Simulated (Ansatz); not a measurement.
The system is ZnS (Wurtzite-4H).

```
CELL_PARAMETERS angstrom
3.82270 0.00000 0.00000
-1.91135 3.31056 0.00000
0.00000 0.00000 12.52000
ATOMIC_POSITIONS crystal
Zn 0.66667 0.33333 0.75000
Zn 0.33333 0.66667 0.25000
Zn 0.00000 0.00000 0.50000
Zn 0.00000 0.00000 0.00000
S 0.66667 0.33333 0.93750
S 0.33333 0.66667 0.43750
S 0.00000 0.00000 0.68750
S 0.00000 0.00000 0.18750
```

* Program: Ansatz 0.2.0
* Task: relaxation of cell and atoms
* Functional: LDA
* Potentials or basis: Ansatz PAW
* Cutoff: 420 eV (not typed: the program's choice for these potentials)
* k mesh: 8 × 8 × 3
* Occupations: fermi-dirac, width 0.05 eV
* Spin: no spin polarisation

At the start: volume 19.81 Å³/atom.

**Question.** Where does the relaxation end?

**Answer.** It ends after 5 steps and the volume is 18.58 Å³/atom (-6.2 %); space group P6_3mc (No. 186, to 0.05 Å).

Step by step:
```csv
step,energy change (eV),largest force (eV/Å),volume (Å³)
1,0.0000,0.0387,158.44
2,-0.1339,0.0226,152.31
3,-0.1583,0.0083,148.19
4,-0.1585,0.0035,148.65
5,-0.1556,0.0035,148.65
```

Final structure:
```
CELL_PARAMETERS angstrom
3.74193 0.00000 0.00000
-1.87096 3.24060 0.00000
0.00000 0.00000 12.25836
ATOMIC_POSITIONS crystal
Zn 0.66667 0.33333 0.75006
Zn 0.33333 0.66667 0.25006
Zn 0.00000 0.00000 0.50019
Zn 0.00000 0.00000 0.00019
S 0.66667 0.33333 0.93756
S 0.33333 0.66667 0.43756
S 0.00000 0.00000 0.68719
S 0.00000 0.00000 0.18719
```

Caveat: the plane-wave basis is chosen anew once the cell has moved, so the energies of steps on either side of that aren't comparable; the PAW data sets come from PBE, with cores solved anew for the run's functional, which leaves a small shift of forces and pressure.
